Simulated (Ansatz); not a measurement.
**VGe2N4 monolayer in a perpendicular field**

Aim: how the VGe2N4 monolayer screens a field along its normal, and what the field does to its bands. A positive field points along +c.

Calculated with Ansatz 0.2.0; plane-wave DFT, PBE-D3(BJ), Ansatz PAW.

### Step 1. Starting point

The cell holds 7 atoms: 4 N, 2 Ge and 1 V. Its edges and angles: a = 3.020 Å, b = 3.020 Å, c = 45.176 Å, α = 90.0°, β = 90.0°, γ = 120.0°. Vacuum lies along c.

Structure file:

```xyz
7
Lattice="3.0200 0.0000 0.0000 -1.5100 2.6154 0.0000 0.0000 0.0000 45.1758" Properties=species:S:1:pos:R:3
N     0.0000    0.0000   19.0500
Ge    0.0000    1.7436   19.6378
N     0.0000    1.7436   21.4778
V     0.0000    0.0000   22.5879
N     0.0000    1.7436   23.6980
Ge    0.0000    1.7436   25.5380
N     0.0000    0.0000   26.1258
```

### Step 2. Relaxing the slab

The starting cell is a guess, so the in-plane lattice and the atoms are relaxed first, with the slab cut off from its images along the normal.

File input.yaml:

```yaml
crystal:
  lattice:
    - [3.02, 0.0, 0.0]
    - [-1.51, 2.6153967194, 0.0]
    - [0.0, 0.0, 45.1757585684]
  atoms:
    - { symbol: "N", position: [0.0, 0.0, 0.4216863336] }
    - { symbol: Ge, position: [0.3333333333, 0.6666666667, 0.4346969425] }
    - { symbol: "N", position: [0.3333333333, 0.6666666667, 0.4754267511] }
    - { symbol: V, position: [0.0, 0.0, 0.5], spin: 1.0 }
    - { symbol: "N", position: [0.3333333333, 0.6666666667, 0.5245732489] }
    - { symbol: Ge, position: [0.3333333333, 0.6666666667, 0.5653030575] }
    - { symbol: "N", position: [0.0, 0.0, 0.5783136664] }
  periodic: [true, true, false]
magnetization:
  spin_polarized: true
kpoints:
  mp_grid: { grid: [12, 12, 1] }
hamiltonian:
  xc: pbe
  dispersion: d3bj
scf:
  occupations: { method: fermi_dirac, width: 0.05 }
  convergence: { dr2_threshold: 1.0e-09 }
relax:
  f_tol: 0.004
  max_steps: 90
  cell: {}
output:
  write_potential: true
  write_density: true
  volumetric_format: npy
```

Launch:

```sh
$ ansatz run input.yaml --threads 4 --pin off --max-ram 6144MiB --backend cpu --events-out ev --progress --plain --runs-dir out
```

Numbers of over 12 decimals in the logs are rounded to 6 here.

The program printed:

```text
Warning: relax.cell: scf.convergence.dr2_threshold = 1e-9 eV is looser than the 2.40070075109e-10 eV advised for a relaxation that steers and ends on the stress (1e-10 eV for each atom of the cell: 7, times the square of relax.cell.stress_2d_tol = 0.05 N/m over 17.1 Å (the atoms' height at the walk's start and 5 Å past either face), 2.928e-2 GPa, over a crystal's default 0.05). What an SCF threshold leaves in a stress goes as its square root, and in the free energy as the threshold itself, and one threshold admits the most on a small cell: [figures from the program's tests cut] Set scf.convergence.dr2_threshold to 2.40070075109e-10 eV or tighter. [rest of the remark cut]
Engine: ansatz 0.2.0, aarch64-unknown-linux-gnu
Pseudopotentials: kind: paw
Pseudopotential: N, paw, valence charge 5, recommended cutoff 420 eV (normal), N.paw.azcp
Pseudopotential: Ge, paw, valence charge 14, recommended cutoff 420 eV (normal), Ge.paw.azcp
Pseudopotential: V, paw, valence charge 13, recommended cutoff 420 eV (normal), V.paw.azcp
Functional definition: PBE
  parameter kappa = 0.804
  parameter beta = 0.066725
  exchange = pbe_x(kappa = kappa, mu = beta*pi^2/3)
  correlation = pbe_c(beta = beta)
Crystal: 7 atoms, lattice volume = 356.821 Å³
Basis set: ecut = 420 eV, 6859 PW (Γ), exchange–correlation on 48×48×640 points (8 copies of the dense FFT grid, shifted against one another)
Bands: 38, of which v1, the nominal top of the filled ones, is band 31 counted from 1 (30 counted from 0)
Symmetry: 12 space group operations
Space group: P-6m2 (ITA 187), of the structure as read, at distance tolerance 7.1e-5 Å
Magnetic group: BNS 187.209 (UNI 1439), of the structure as read, at distance tolerance 7.1e-5 Å
k-points: 19 of 144 (time reversal used)
Non-local potential: N, projectors of the file, l = 0: 2, l = 1: 2, l = 2: 1
Non-local potential: Ge, projectors of the file, l = 0: 2, l = 1: 2, l = 2: 3, l = 3: 1
Non-local potential: V, projectors of the file, l = 0: 3, l = 1: 2, l = 2: 3, l = 3: 1
PAW form: soft (Blöchl's): semilocal exchange-correlation on the pseudo side does not see the compensation charge
PAW one-centre angular grid: N, 110 points (default); XC on 64 Gauss nodes
PAW one-centre angular grid: Ge, 590 points (default); XC on 64 Gauss nodes
PAW one-centre angular grid: V, 590 points (default); XC on 64 Gauss nodes
Initial density: superposition of atomic densities (neutral atoms: chi_scale 0, normalization atom)
Starting moments: Σ|m| = 1 μB on 1 of 7 sites
Initial wavefunctions: pseudopotential atomic-orbital guess
Functional: x = pbe(κ = 0.804, μ = 0.219515), c = pbe(β = 0.066725)
SCF iter   1: F=—  HF=-13049.983767 eV  |F-HF|=—  |Δ(HF+E_count)|=         —  Δρ=4.46e-2 (↑4.46e-2 ↓4.31e-2)  dr2=3.09e1  dr2_m=5.77e-2  M=0.857 μB ∫|m|=0.949 μB  β_m=0.30  ethr=3.10e-3  ⟨swp⟩=14.0  Hψ=9641  notcnv=0
Mixer restart at iter 1: flushing history
preconditioner: auto → LDOS  [metal: Δε(μ)=0.085 eV  Ē_g=16.930 eV  σ=0.050 eV  W_gap=0.36  n_scr=28 (ndim 8)  ℏωp=14.3 eV  f_vac=0.764  D(μ)=1.55/eV (n_scr^D=12)]
spin=Collinear: LDOS preconditioning applied to the charge; magnetization (m = ρ↑ − ρ↓) channel mixes plain (no charge-response kernel on spin).
SCF iter   2: F=—  HF=-13042.214795 eV  |F-HF|=—  |Δ(HF+E_count)|=    7.77e0  Δρ=1.63e-2 (↑1.61e-2 ↓1.63e-2)  dr2=3.92e0  dr2_m=2.24e-2  M=0.884 μB ∫|m|=1.007 μB  β_m=0.37  ethr=3.10e-3  ⟨swp⟩=4.5  Hψ=4146  notcnv=0  defer=57
preconditioner: auto → Resta (q_TF=auto, 2.033 Å⁻¹)  ε∞=1.7  [insulator: Δε(μ)=0.116 eV  Ē_g=17.329 eV  σ=0.050 eV  W_gap=0.51  n_scr=28 (ndim 8)  ℏωp=14.3 eV  f_vac=0.768  D(μ)=1.38/eV (n_scr^D=12)  ε∞_Penn≈1.7  vacuum switching on, ρ_ref=2.2e-2 e/Å³]
spin=Collinear: Resta preconditioning applied to the charge; magnetization (m = ρ↑ − ρ↓) channel mixes plain (no charge-response kernel on spin).
SCF iter   3: F=—  HF=-13041.152087 eV  |F-HF|=—  |Δ(HF+E_count)|=    1.06e0  Δρ=7.91e-3 (↑7.91e-3 ↓7.37e-3)  dr2=3.41e-1  dr2_m=1.25e-2  M=0.897 μB ∫|m|=1.058 μB  β_m=0.43  ethr=3.10e-3  ⟨swp⟩=3.0  Hψ=3249  notcnv=0  defer=57
SCF iter   4: F=—  HF=-13041.288673 eV  |F-HF|=—  |Δ(HF+E_count)|=   1.37e-1  Δρ=4.01e-3 (↑3.84e-3 ↓4.01e-3)  dr2=8.80e-2  dr2_m=4.86e-3  M=0.914 μB ∫|m|=1.079 μB  β_m=0.61  ethr=5.59e-4  ⟨swp⟩=3.3  Hψ=2998  notcnv=0  defer=57
SCF iter   5: F=—  HF=-13041.351551 eV  |F-HF|=—  |Δ(HF+E_count)|=         —  Δρ=1.63e-3 (↑1.63e-3 ↓1.36e-3)  dr2=3.15e-2  dr2_m=3.94e-3  M=0.975 μB ∫|m|=1.180 μB  β_m=0.61  ethr=1.44e-4  ⟨swp⟩=3.7  Hψ=3253  notcnv=0  defer=57
SCF iter   6: F=—  HF=-13041.356757 eV  |F-HF|=—  |Δ(HF+E_count)|=   5.21e-3  Δρ=1.31e-3 (↑1.31e-3 ↓1.21e-3)  dr2=5.35e-2  dr2_m=8.13e-4  M=0.972 μB ∫|m|=1.188 μB  β_m=0.46  ethr=5.16e-5  ⟨swp⟩=3.6  Hψ=3397  notcnv=0  defer=57
SCF iter   7: F=—  HF=-13041.348691 eV  |F-HF|=—  |Δ(HF+E_count)|=   8.07e-3  Δρ=5.68e-4 (↑5.68e-4 ↓4.22e-4)  dr2=2.44e-3  dr2_m=5.64e-4  M=0.977 μB ∫|m|=1.194 μB  β_m=0.73  ethr=5.16e-5  ⟨swp⟩=2.3  Hψ=2016  notcnv=0  defer=57
SCF iter   8: F=—  HF=-13041.348776 eV  |F-HF|=—  |Δ(HF+E_count)|=   8.48e-5  Δρ=1.74e-4 (↑1.59e-4 ↓1.74e-4)  dr2=4.10e-5  dr2_m=7.16e-5  M=0.982 μB ∫|m|=1.210 μB  β_m=0.68  ethr=4.00e-6  ⟨swp⟩=3.2  Hψ=2854  notcnv=0  defer=57
SCF iter   9: F=—  HF=-13041.348689 eV  |F-HF|=—  |Δ(HF+E_count)|=   8.72e-5  Δρ=7.09e-5 (↑4.34e-5 ↓7.09e-5)  dr2=1.56e-5  dr2_m=7.71e-6  M=0.983 μB ∫|m|=1.214 μB  β_m=0.84  ethr=6.73e-8  ⟨swp⟩=3.7  Hψ=3518  notcnv=0  defer=57
SCF iter  10: F=—  HF=-13041.348691 eV  |F-HF|=—  |Δ(HF+E_count)|=   2.05e-6  Δρ=1.59e-5 (↑1.59e-5 ↓1.19e-5)  dr2=3.24e-6  dr2_m=6.38e-8  M=0.984 μB ∫|m|=1.217 μB  β_m=0.75  ethr=2.55e-8  ⟨swp⟩=3.5  Hψ=3353  notcnv=0  defer=57
SCF iter  11: F=—  HF=-13041.348690 eV  |F-HF|=—  |Δ(HF+E_count)|=   6.38e-7  Δρ=6.02e-6 (↑6.02e-6 ↓3.87e-6)  dr2=3.63e-7  dr2_m=2.57e-8  M=0.984 μB ∫|m|=1.217 μB  β_m=0.69  ethr=5.31e-9  ⟨swp⟩=2.8  Hψ=2805  notcnv=0  defer=57
SCF iter  12: F=—  HF=-13041.348690 eV  |F-HF|=—  |Δ(HF+E_count)|=   2.92e-8  Δρ=2.94e-6 (↑2.94e-6 ↓2.25e-6)  dr2=6.05e-8  dr2_m=6.62e-9  M=0.984 μB ∫|m|=1.217 μB  β_m=0.72  ethr=5.95e-10  ⟨swp⟩=3.8  Hψ=3569  notcnv=0  defer=57
SCF iter  13: F=—  HF=-13041.348690 eV  |F-HF|=—  |Δ(HF+E_count)|=   1.73e-9  Δρ=6.85e-7 (↑5.78e-7 ↓6.85e-7)  dr2=2.82e-9  dr2_m=7.45e-10  M=0.984 μB ∫|m|=1.217 μB  β_m=0.74  ethr=9.93e-11  ⟨swp⟩=3.1  Hψ=2926  notcnv=0  defer=57
SCF iter  14: F=—  HF=-13041.348690 eV  |F-HF|=—  |Δ(HF+E_count)|=  5.33e-10  Δρ=3.07e-7 (↑3.07e-7 ↓1.97e-7)  dr2=8.80e-10  dr2_m=5.45e-11  M=0.984 μB ∫|m|=1.217 μB  β_m=0.70  ethr=4.62e-12  ⟨swp⟩=3.3  Hψ=2983  notcnv=0  defer=57
[...]
relax step   7: F+E_penalty+E_count = -13041.45160781 eV  Δ(F+E_penalty+E_count) = +4.981e-3 eV  max|allowed force component| = 8.708e-4 eV/Å  Δτ_max = 0.0000 Å  P = -0.119 N/m  Ω = 348.555 Å³  fix = [c, alpha, beta]  reactions: c -0.000 N/m  stress off target by 1.19e-1 N/m on what of the cell is left free  SCF on the basis re-selected at this cell (its energy is not comparable with the rows above)  (8 SCF iters)
[...]
relax step   8: F+E_penalty+E_count = -13041.45172180 eV  Δ(F+E_penalty+E_count) = -1.140e-4 eV  max|allowed force component| = 1.050e-3 eV/Å  Δτ_max = 0.0005 Å  P = -0.006 N/m  Ω = 348.408 Å³  energy of the carried Pulay correction = +1.016e-4 eV  fix = [c, alpha, beta]  reactions: c -0.000 N/m  (8 SCF iters, accepted)
iter 1 solved again at ethr=8.09e-8 eV; its pass at ethr=3.10e-3 eV (dr2=4.93e-5 eV) is discarded
SCF iter   1: F=—  HF=-13041.451604 eV  |F-HF|=—  |Δ(HF+E_count)|=         —  Δρ=5.52e-7 (↑5.52e-7 ↓5.11e-7)  dr2=1.79e-9  dr2_m=6.20e-11  M=0.967 μB ∫|m|=1.191 μB  β_m=0.65  ethr=8.09e-8  ⟨swp⟩=7.0  Hψ=16607  notcnv=0
eigensolver tolerance schedule: the retry pair's looser diagonalisation over-reported the residual by 27543.41 of it (diagonalisation noise at 2.55 of the residual, at the tolerance the schedule requests for it); recorded, not acted on — ethr = c·dr2/N_el stays at c = 1.0e-1
preconditioner: auto → Resta (q_TF=auto, 2.041 Å⁻¹)  ε∞=1.7  [insulator: Δε(μ)=0.196 eV  Ē_g=17.151 eV  σ=0.050 eV  W_gap=0.63  n_scr=28 (ndim 8)  ℏωp=14.5 eV  f_vac=0.768  D(μ)=0.56/eV (n_scr^D=6)  ε∞_Penn≈1.7  vacuum switching on, ρ_ref=2.1e-2 e/Å³]
spin=Collinear: Resta preconditioning applied to the charge; magnetization (m = ρ↑ − ρ↓) channel mixes plain (no charge-response kernel on spin).
SCF iter   2: F=—  HF=-13041.451665 eV  |F-HF|=—  |Δ(HF+E_count)|=   6.10e-5  Δρ=5.34e-7 (↑5.34e-7 ↓4.91e-7)  dr2=3.37e-9  dr2_m=2.84e-11  M=0.967 μB ∫|m|=1.191 μB  β_m=0.30  ethr=2.94e-12  ⟨swp⟩=6.2  Hψ=6174  notcnv=0
SCF iter   3: F=—  HF=-13041.451665 eV  |F-HF|=—  |Δ(HF+E_count)|=   1.85e-9  Δρ=2.93e-7 (↑2.93e-7 ↓2.63e-7)  dr2=4.00e-10  dr2_m=1.07e-11  M=0.967 μB ∫|m|=1.191 μB  β_m=0.65  ethr=2.94e-12  ⟨swp⟩=2.2  Hψ=2464  notcnv=0
SCF iter   4: F=—  HF=-13041.451665 eV  |F-HF|=—  |Δ(HF+E_count)|=  3.66e-10  Δρ=1.44e-7 (↑1.41e-7 ↓1.44e-7)  dr2=5.45e-10  dr2_m=1.27e-12  M=0.967 μB ∫|m|=1.191 μB  β_m=0.56  ethr=1.00e-12  ⟨swp⟩=3.2  Hψ=3138  notcnv=0
SCF iter   5: F=—  HF=-13041.451665 eV  |F-HF|=—  |Δ(HF+E_count)|=  5.13e-10  Δρ=8.78e-8 (↑8.78e-8 ↓7.69e-8)  dr2=5.62e-11  dr2_m=7.48e-13  M=0.967 μB ∫|m|=1.191 μB  β_m=0.64  ethr=1.00e-12  ⟨swp⟩=3.6  Hψ=2981  notcnv=0
SCF iter   6: F=-13041.451665 eV  HF=-13041.451665 eV  |F-HF|=1.13e-10  |Δ(HF+E_count)|=  6.18e-11  Δρ=1.18e-7 (↑1.18e-7 ↓1.01e-7)  dr2=3.06e-10  dr2_m=6.87e-13  M=0.967 μB ∫|m|=1.191 μB  ethr=1.00e-12  ⟨swp⟩=12.9  Hψ=10372  notcnv=0
SCF 9 converged in 6 iterations: F = -13041.451665 eV  dr2 = 3.06e-10
relax step   9: F+E_penalty+E_count = -13041.45166491 eV  Δ(F+E_penalty+E_count) = +5.689e-5 eV  max|allowed force component| = 1.044e-3 eV/Å  Δτ_max = 0.0000 Å  P = -0.007 N/m  Ω = 348.408 Å³  fix = [c, alpha, beta]  reactions: c -0.000 N/m  stress off target by 7.10e-3 N/m on what of the cell is left free  SCF on the basis re-selected at this cell (its energy is not comparable with the rows above)  (6 SCF iters)
basis re-selected at this cell: Δ(F+E_penalty+E_count) = +5.689e-5 eV, ΔP = -0.001 N/m vs the last step (what re-selecting the basis moved, of the pressure what is left beyond the Pulay correction that the steps carried, after the strain that the cell walked since its last selection, with what the two solves' SCF thresholds leave and, on support functions, any second-order correction that the steps lacked; it is no m [...]
WARN: The output density's exchange-correlation potential varies sharply where the density is thin. Do not read a vacuum level from v_tot or v_xc, or from such a field of the output density. On a cell that repeats whose density bears no net charge and no dipole along the vacuum's axis use v_es (v_loc + v_h of the components); under efield.dipole_correction with no amplitude use v_es + v_field, which holds any externa [...]
SCF converged after 6 iterations
Magnetization: 0.9666 μB (30.9833 up, 30.0167 down)
Absolute magnetization: 1.1907 μB (∫|ρ↑−ρ↓|, with the PAW one-centre terms)
Spin contamination: 0.0156 ħ² per cell (⟨S²⟩ above its minimum at these occupations)
Per-site moments (μB) at R_I (Å): [(0.00301767, 0.759584), (0.00289304, 0.759584), (-0.048081, 0.774463), (0.756669, 0.850475), (-0.048081, 0.774463), (0.00289304, 0.759584), (0.00301767, 0.759584)]
Free energy (F): -13041.451665 eV
Harris-Foulkes:  -13041.451665 eV  (|F-HF|=1.13e-10)
Internal energy: -13041.446000 eV  (E = F + TS)
E sigma→0 (E₀):  -13041.448832 eV
Entropy (-TS):   -0.005665 eV (-0.809 meV/atom)
Fermi energy:    -5.837238 eV
--- Per-component energies (eV) ---
  E_band       = -1455.847121
  E_kinetic    = 1081.924986
  E_local      = -368587.894105  (includes V_loc(G=0)·N_el)
  E_nonlocal   = 981.488110
  E_hartree    = 183289.306136
  E_xc         = -521.788890
  E_vxc        = -600.330638  (∫ρ·V_xc dr)
  E_paw        = -5667.356153  (= ΣΔE_a)
  E_vpaw       = -909.646567  (= ΣTr[D̂ρ^β])
  E_aug_tail   = 0.001033  (compensation charges beyond the density's cutoff)
  E_ewald      = 176384.510991
  E_disp       = -1.638108  (pairwise vdW)
  E_smearing   = -0.005665  (= −TS)
  E_closure    = -0.000000  (closes the sum)
  Σ components = -13041.451665   (vs F -13041.451665, Δ=0.00e0)
--- Forces (eV/Å), atoms counted from 1 ---
  atom   1  N     -0.00000000    -0.00000000     0.00078160
  atom   2  Ge     0.00000000     0.00000000    -0.00104368
  atom   3  N      0.00000000    -0.00000000     0.00015055
  atom   4  V     -0.00000000    -0.00000000    -0.00000000
  atom   5  N     -0.00000000    -0.00000000    -0.00015055
  atom   6  Ge     0.00000000     0.00000000     0.00104368
  atom   7  N     -0.00000000    -0.00000000    -0.00078160
  max |Σ_I F_I| component: 6.29e-16 eV/Å
--- 2D stress c σ (N/m, compression-positive) ---
       -0.007105       0.000000       0.000000
        0.000000      -0.007105      -0.000000
        0.000000      -0.000000      -0.000000
  P = ½ c Tr σ = -0.0071 N/m
--- Band table (eV; the first three rows and the last of 38) ---
  k-point 0 ↑: bands = [... 27 lower, -7.7914, -7.7914, -7.2042, -5.8834, -3.5531, -3.5531, -3.5119, -3.3447, ... 3 higher]
  k-point 1 ↑: bands = [... 27 lower, -7.9769, -7.9003, -7.0634, -5.8729, -3.7647, -3.7638, -3.4259, -3.4259, ... 3 higher]
  k-point 2 ↑: bands = [... 27 lower, -8.2807, -8.1755, -7.1019, -6.1161, -3.9633, -3.8787, -3.6498, -3.1165, ... 3 higher]
  k-point 18 ↓: bands = [... 27 lower, -9.1194, -7.9404, -7.4335, -5.5278, -4.1610, -3.1096, -2.6963, -2.6390, ... 3 higher]
  the weakly bound empty levels are not read free of the cell's end (no_gap_told)
--- Relaxed structure (7 steps of the walk, 6 accepted, 2 SCFs on fresh bases) ---
  F+E_penalty+E_count = -13041.45166491 eV   max|allowed force component| = 1.044e-3 eV/Å   (the final SCF, on the basis selected at the relaxed cell)
  cell:  # Å, volume = 348.4078 Å³
    - [2.984186, 0, 0]
    - [-1.492093, 2.584381, 0]
    - [0, 0, 45.1757585684]
  atoms:
    - { symbol: N, position: [1.1320578549471036e-17, -5.135725556199064e-17, 0.418987] }
    - { symbol: Ge, position: [0.333333, 0.666667, 0.433373] }
    - { symbol: N, position: [0.333333, 0.666667, 0.474933] }
    - { symbol: V, position: [1.0573552618554993e-17, -5.135725556199064e-17, 0.500000] }
    - { symbol: N, position: [0.333333, 0.666667, 0.525067] }
    - { symbol: Ge, position: [0.333333, 0.666667, 0.566627] }
    - { symbol: N, position: [9.826526687638938e-18, -5.135725556199064e-17, 0.581013] }
```

Run time: 4.7 min. Hardware: 4 threads of Arm Neoverse N1, shared host; peak memory 0.96 GiB.

The steps of the relaxation:

```tsv
step	energy less that of the first step (eV)	largest force component (eV/Å)	volume (Å³)
1	0.0000	0.5269	356.82
2	-0.0957	0.6595	347.11
3	-0.1057	0.2698	348.49
4	-0.1078	0.0113	348.60
5	-0.1079	0.0133	348.56
6	-0.1079	0.0004	348.55
7*	-0.1029	0.0009	348.55
8	-0.1030	0.0010	348.41
9*	-0.1030	0.0010	348.41
```

Relaxation steps marked * repeat the geometry before them on a plane-wave basis chosen anew for their cell, so energy and pressure can jump there. Relaxation step 5 was tried and not accepted.

The run keeps the 12 symmetry operations that it works with, so distortions that break them were not tested.

```tsv
cell as run	before	after	change
a (Å)	3.020	2.984	-1.2 %
b (Å)	3.020	2.984	-1.2 %
```

The atoms that moved most (Å, along periodic axes as changes of fractional coordinates times the final cell, across vacuum about the mean position):

```tsv
atom	dx	dy	dz	length
N7	0.000	0.000	0.122	0.122
N1	0.000	0.000	-0.122	0.122
Ge6	0.000	0.000	0.060	0.060
Ge2	0.000	0.000	-0.060	0.060
N5	0.000	0.000	0.022	0.022
N3	0.000	0.000	-0.022	0.022
```

The relaxed structure:

```cif
data_structure
_symmetry_space_group_name_H-M 'P 1'
_symmetry_Int_Tables_number 1
_cell_length_a 2.9842
_cell_length_b 2.9842
_cell_length_c 45.1758
_cell_angle_alpha 90.000
_cell_angle_beta 90.000
_cell_angle_gamma 120.000
_cell_volume 348.41
loop_
_atom_site_label
_atom_site_type_symbol
_atom_site_fract_x
_atom_site_fract_y
_atom_site_fract_z
_atom_site_occupancy
N1 N 0.00000 0.00000 0.41899 1
Ge2 Ge 0.33333 0.66667 0.43337 1
N3 N 0.33333 0.66667 0.47493 1
V4 V 0.00000 0.00000 0.50000 1
N5 N 0.33333 0.66667 0.52507 1
Ge6 Ge 0.33333 0.66667 0.56663 1
N7 N 0.00000 0.00000 0.58101 1
```

Numbers from this step:

- energy at zero smearing: -13041.4488 eV
- total moment: 0.9666 μB
- site moments: 0.003018, 0.002893, -0.04808, 0.7567, -0.04808, 0.002893, 0.003018 μB

Site moment by atom:

```tsv
atom	site moment (μB)
N1	0.003
Ge2	0.003
N3	-0.048
V4	0.757
N5	-0.048
Ge6	0.003
N7	0.003
```

The lattice constant a goes from 3.020 to 2.984 Å.

(Continued in part 2 of 2.)

[Logs are printed without paths, hosts, clocks, repeated set-up lines and the standing remarks that a program may print on its own settings, such as how far it seeks lower states.]

[Hosts, paths, dates, database ids (printed as entryN), source tags and the programs' standing remarks are cut or masked in the printed files.]

[Maps of the electrostatic potential energy from Ansatz leave out the sawtooth potential of an applied field or a dipole correction, so their vacuum need not be flat; planar profiles and work functions include it.]
